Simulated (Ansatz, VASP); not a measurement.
# NaI in VASP and in Ansatz

File INCAR:

```
PREC = Accurate
ENCUT = 520
EDIFF = 1E-7
ISMEAR = -1
SIGMA = 0.05
LREAL = F
LASPH = T
NELM = 100
ALGO = Normal
ISIF = 2
LWAVE = F
LCHARG = F
GGA = PE
```

KPOINTS

```
regular mesh
0
Gamma
  7 7 7
```

File POSCAR:

```
NaI
1.0
    0.0000000000      3.2364000000      3.2364000000
    3.2364000000      0.0000000000      3.2364000000
    3.2364000000      3.2364000000      0.0000000000
I Na
1 1
Direct
    0.5000000000      0.5000000000      0.5000000000
    0.0000000000      0.0000000000      0.0000000000
```

File KPOINTS_OPT:

```
path GXWKGLUWLK,UX
10
line-mode
reciprocal
 0.0000000000  0.0000000000  0.0000000000  G
 0.5000000000  0.0000000000  0.5000000000  X

 0.5000000000  0.0000000000  0.5000000000  X
 0.5000000000  0.2500000000  0.7500000000  W

 0.5000000000  0.2500000000  0.7500000000  W
 0.3750000000  0.3750000000  0.7500000000  K

 0.3750000000  0.3750000000  0.7500000000  K
 0.0000000000  0.0000000000  0.0000000000  G

 0.0000000000  0.0000000000  0.0000000000  G
 0.5000000000  0.5000000000  0.5000000000  L

 0.5000000000  0.5000000000  0.5000000000  L
 0.6250000000  0.2500000000  0.6250000000  U

 0.6250000000  0.2500000000  0.6250000000  U
 0.5000000000  0.2500000000  0.7500000000  W

 0.5000000000  0.2500000000  0.7500000000  W
 0.5000000000  0.5000000000  0.5000000000  L

 0.5000000000  0.5000000000  0.5000000000  L
 0.3750000000  0.3750000000  0.7500000000  K

 0.6250000000  0.2500000000  0.6250000000  U
 0.5000000000  0.0000000000  0.5000000000  X
```

File input.yaml:

```yaml
crystal:
  lattice:
    - [0.0, 3.2364, 3.2364]
    - [3.2364, 0.0, 3.2364]
    - [3.2364, 3.2364, 0.0]
  atoms:
    - { symbol: I, position: [0.5, 0.5, 0.5] }
    - { symbol: Na, position: [0.0, 0.0, 0.0] }
hamiltonian:
  xc: pbe
  pseudopotentials: { kind: paw }
kpoints:
  mp_grid: { grid: [7, 7, 7] }
  band_path:
    path:
      - [[0.0, 0.0, 0.0], [0.5, 0.0, 0.5], [0.5, 0.25, 0.75], [0.375, 0.375, 0.75], [0.0, 0.0, 0.0], [0.5, 0.5, 0.5], [0.625, 0.25, 0.625], [0.5, 0.25, 0.75], [0.5, 0.5, 0.5], [0.375, 0.375, 0.75]]
      - [[0.625, 0.25, 0.625], [0.5, 0.0, 0.5]]
    npoints: 14
scf:
  occupations: { method: fermi_dirac, width: 0.05 }
  n_extra_bands: 6
output:
  forces: true
  stress: true
  eigenvalues: true
  fatbands: false
```

Alike in both runs: task band structure; functional PBE; k mesh 7 × 7 × 7; occupations fermi-dirac, width 0.05 eV; no spin polarisation.

|  | VASP | Ansatz |
| --- | --- | --- |
| version | VASP 6.6.1 | Ansatz 0.2.0 |
| potentials or method | VASP PAW PBE potentials, release 64 (I, Na_pv) | Ansatz PAW |
| plane-wave cutoff (eV) | 520 | 420 |
| valence electrons in the cell | 14 | 26 |

```csv
,VASP,Ansatz,Ansatz less VASP
gap on the k mesh at the Fermi level (eV),3.64,3.64,+0.004
least direct gap on the mesh (eV),3.64,3.64,+0.004
gap along the band path (eV),3.64,3.64,+0.004
pressure (GPa),0.4,0.4,-0.01
```

The two sets of potentials don't hold the same shells in valence.

Caveats: spin-orbit coupling is left out, which moves the levels of the heavy elements.
